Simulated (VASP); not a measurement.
Here is a VASP 6.6.1 calculation.

File INCAR:

```
ALGO = Normal ; EDIFF = 1E-6
EDIFFG = -0.01 ; ENCUT = 600
GGA = PS ; IBRION = 2
ISIF = 3 ; ISMEAR = 0
KPAR = 4 ; LASPH = True
LCHARG = False ; LREAL = False
LWAVE = False ; NELM = 80
NSW = 90 ; PREC = Accurate
SIGMA = 0.03
```

Contents of KPOINTS:

```
k-points
0
Gamma
  8 8 8
```

POSCAR

```
InP
1.0
    0.0000000000      2.9305000000      2.9305000000
    2.9305000000      0.0000000000      2.9305000000
    2.9305000000      2.9305000000      0.0000000000
In P
1 1
Direct
    0.0000000000      0.0000000000      0.0000000000
    0.2500000000      0.2500000000      0.2500000000
```

Potentials or basis: VASP PAW PBE potentials, release 64 (In_d, P).

Launch:

```bash
$ cat potpaw_PBE.64/In_d/POTCAR potpaw_PBE.64/P/POTCAR > POTCAR
$ mpirun -np 4 vasp_std > vasp.out
```

What does it give for the relaxed volume?

25.39 Å³/atom.

Estimate the band gap on the k mesh.

0.57 eV, direct.

What does it give for the space group after relaxing (to 0.05 Å)?

F-43m (No. 216).

Predict the relaxed cell.

a = 4.157 Å, b = 4.157 Å, c = 4.157 Å, α = 60.00°, β = 60.00°, γ = 60.00°.

Final structure:
```xyz
2
Lattice="0.0000 2.9393 2.9393 2.9393 0.0000 2.9393 2.9393 2.9393 0.0000" Properties=species:S:1:pos:R:3 pbc="T T T"
In    0.0000    0.0000    0.0000
P     1.4697    1.4697    1.4697
```

Caveat: the PAW data sets were made with another functional, which shifts forces and pressure a little; spin-orbit coupling is left out, which moves the levels of the heavy elements. Zero-point motion and thermal expansion aren't in these numbers.
